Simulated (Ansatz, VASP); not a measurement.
## Two plane-wave programs on Sn

The input INCAR:

```
PREC = Accurate ; ENCUT = 520
EDIFF = 1E-7 ; ISMEAR = -1
SIGMA = 0.05 ; LREAL = F
LASPH = T ; NELM = 60
ALGO = Normal ; ISIF = 2
LWAVE = F ; LCHARG = F
GGA = PE ; NBANDS = 21
```

File KPOINTS:

```
regular mesh
0
Gamma
  9 9 9
```

File POSCAR:

```
Sn
1.0
   -2.9596121516      2.9596121516      1.6098937015
    2.9596121516     -2.9596121516      1.6098937015
    2.9596121516      2.9596121516     -1.6098937015
Sn
2
Direct
    0.0000000000      0.0000000000      0.0000000000
    0.7500000000      0.2500000000      0.5000000000
```

Contents of input.yaml:

```yaml
crystal:
  lattice:
    - [-2.9596121516, 2.9596121516, 1.6098937015]
    - [2.9596121516, -2.9596121516, 1.6098937015]
    - [2.9596121516, 2.9596121516, -1.6098937015]
  atoms:
    - { symbol: Sn, position: [0.0, 0.0, 0.0] }
    - { symbol: Sn, position: [0.75, 0.25, 0.5] }
hamiltonian:
  xc: pbe
  pseudopotentials: { kind: paw }
kpoints:
  mp_grid: { grid: [9, 9, 9] }
scf:
  occupations: { method: fermi_dirac, width: 0.05 }
output:
  forces: true
  stress: true
  eigenvalues: true
```

Change from the starting cell: volume scaled by 1.02.

Alike in both runs: task single point; functional PBE; k mesh 9 × 9 × 9; occupations fermi-dirac, width 0.05 eV; no spin polarisation.

|  | VASP | Ansatz |
| --- | --- | --- |
| version | VASP 6.6.1 | Ansatz 0.2.0 |
| potentials or method | VASP PAW PBE potentials, release 64 (Sn_d) | Ansatz PAW |
| plane-wave cutoff (eV) | 520 | 420 |
| valence electrons in the cell | 28 | 28 |

VASP gave:

* gap on the k mesh at the Fermi level (eV): none
* pressure (GPa): 0.3
* largest component of the traceless stress (GPa): 0.24

Q: What did Ansatz give for the same quantities?

A: gap on the k mesh at the Fermi level (eV): none; pressure (GPa): 0.4; largest component of the traceless stress (GPa): 0.23.

A gap of «none» marks a metal or a gap that the smearing closes.
